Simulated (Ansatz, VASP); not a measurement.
TlCl: VASP beside Ansatz

```
CELL_PARAMETERS angstrom
3.83400 0.00000 0.00000
0.00000 3.83400 0.00000
0.00000 0.00000 3.83400
ATOMIC_POSITIONS crystal
Tl 0.00000 0.00000 0.00000
Cl 0.50000 0.50000 0.50000
```

Alike in both runs: task single point; functional LDA; k mesh 8 × 8 × 8; occupations gaussian, width 0.05 eV; no spin polarisation.

|  | VASP | Ansatz |
| --- | --- | --- |
| version | VASP 6.6.1 | Ansatz 0.2.0 |
| potentials or method | VASP PAW LDA potentials, release 64 (Tl_d, Cl) | scalar-relativistic, plane waves, PAW |
| plane-wave cutoff (eV) | 520 | 420 |
| valence electrons in the cell | 20 | 20 |

VASP gave:

| Quantity | Value |
| --- | --- |
| gap on the k mesh at the Fermi level (eV) | 1.84 |
| least direct gap on the mesh (eV) | 1.84 |
| pressure (GPa) | -3.2 |

Problem. Estimate Ansatz's values.

Solution. gap on the k mesh at the Fermi level (eV): 1.86; least direct gap on the mesh (eV): 1.86; pressure (GPa): -3.2.

Caveats: spin-orbit coupling is left out, which as a rule narrows the gap of such compounds by several tenths of an eV. A k mesh can miss the band edges. Expect the measured gap to be larger: semilocal functionals such as LDA lack the derivative discontinuity.
